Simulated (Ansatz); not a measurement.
**FeO: changing the starting magnetic order**

It takes space group Pm-3m (No. 221, cubic). Conventional cell: a = 2.612 Å, b = 2.612 Å, c = 2.612 Å, α = 90.00°, β = 90.00°, γ = 90.00°. Fe (site symmetry m-3m) has 8 O at 2.26 Å as nearest neighbours. O (site symmetry m-3m) has 8 Fe at 2.26 Å as nearest neighbours.

The cell comes from a database or a generator and needn't be the stable form of this composition.

Kept alike: task single point; functional PBE; k mesh 10 × 10 × 10; occupations fermi-dirac, width 0.05 eV. Program: Ansatz, Ansatz PAW, cutoff 420 eV. The mesh is that of the run's cell of 2 atoms. No spin-orbit coupling.

```csv
starting magnetic order,largest site moment (μB),moment of the cell (μB),free energy over the lowest row (meV/atom)
"ferromagnetic start, larger moments",3.44,4.00,0.00
fm,3.44,4.00,0.00
random,3.44,4.00,0.00
spin off,0.00,0.00,615.19
```

For a metal such a mesh leaves the last digits unconverged. Moments of the cell are magnitudes, and a label names the start alone. The runs hold the magnetic state that their start led to, which needn't be the lowest. The row without spin has no moments by construction. Site moments count inside each atom's sphere or projector.

The largest site moment runs from 0.00 (spin off) to 3.44 μB (ferromagnetic start, larger moments; fm; random). The moment of the cell runs from 0.00 (spin off) to 4.00 μB (ferromagnetic start, larger moments; fm; random). The free energy is lowest at ferromagnetic start, larger moments; fm; random, and 615.19 meV an atom higher at spin off. Starts that end at one energy have found one state: ferromagnetic start, larger moments; fm; random.
